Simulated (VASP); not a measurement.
Set up this calculation in VASP 6.6.1, as the native input.

* Task: single point
* Functional: LDA
* Potentials or basis: VASP PAW LDA potentials, release 64 (Zr_sv, B)
* Cutoff: 520 eV
* k mesh: 16 × 16 × 16
* Occupations: gaussian, width 0.1 eV
* Spin: no spin polarisation
* Dipole correction: no
* Further INCAR settings: ALGO = Normal; EDIFF = 1e-06; NBANDS = 14

The structure of ZrB lies in POSCAR:

```
ZrB
1.0
    0.0000000000      2.3029125000      2.3029125000
    2.3029125000      0.0000000000      2.3029125000
    2.3029125000      2.3029125000      0.0000000000
Zr B
1 1
Direct
    0.0000000000      0.0000000000      0.0000000000
    0.5000000000      0.5000000000      0.5000000000
```

The cell isn't the ideal one: functional LDA, strained and moved within the space group.

One way to write it, as run:

INCAR

```
SYSTEM = ZrB
PREC = Accurate
ENCUT = 520
EDIFF = 1E-6
ISMEAR = 0
SIGMA = 0.1
LREAL = .FALSE.
LASPH = .TRUE.
NELM = 100
ALGO = Normal
ISIF = 2
LWAVE = .FALSE.
LCHARG = .FALSE.
NBANDS = 14
```

KPOINTS

```
regular mesh
0
G
  16 16 16
  0 0 0
```

Potentials or basis: VASP PAW LDA potentials, release 64 (Zr_sv, B).

Run with:

```console
$ cat potpaw_LDA.64/Zr_sv/POTCAR potpaw_LDA.64/B/POTCAR > POTCAR
$ mpirun -np 1 vasp_std > vasp.out
```

Results of the run:

```yaml
Pressure: 33.8 GPa
Band_gap_on_the_k_mesh: none (metal or under the smearing width)
```

Caveat: so large a pressure means that the cell lies far from this level's equilibrium, or that cutoff or potentials fall short.

Wall time 17 s on 1 thread of Intel(R) Xeon(R) Platinum 8488C (Sapphire Rapids) (shared host), peak memory 0.16 GiB.
